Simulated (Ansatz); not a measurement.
## Zinc-blende ZnTe

Calculation: PBE0-D3(BJ) (plane waves, PAW; Ansatz, a program for electronic structure).

Settings: plane-wave cutoff 460 eV, 8×8×8 k mesh, Fermi–Dirac smearing 0.01 eV, scalar-relativistic PAW data made under PBE.

Cell (relaxed at this level):

```
CELL_PARAMETERS angstrom
      0.00000     3.02229     3.02229
      3.02229     0.00000     3.02229
      3.02229     3.02229     0.00000
ATOMIC_POSITIONS crystal
  Zn 0.00000 0.00000 0.00000
  Te 0.25000 0.25000 0.25000
```

```yaml
bulk_modulus: 54.8 GPa
band_gap: 3.02 eV (on the SCF k mesh)
pressure derivative B′ of the bulk modulus: 4.6
```

Measured, for comparison: band gap 2.43 eV (zero-point renormalisation of 40 meV (experimental, the table's column) added back here, direct; inputs from Miglio et al. (2020), arXiv:2011.12765); bulk modulus 51 ± 3 GPa (room temperature, no zero-point or thermal correction; as tabulated in Determination of phase transition pressures of ZnTe under quasihydrostatic …). Computed (rounded) less measured: bulk modulus +7 %. A static lattice is as a rule a little smaller and stiffer than an uncorrected measurement, which narrows the difference in the bulk modulus and would widen misses of the other sign.

Spin–orbit coupling is not included; with these elements it can move the gap by several tenths of an eV or more.

The computed numbers hold no vibrational or temperature effects.
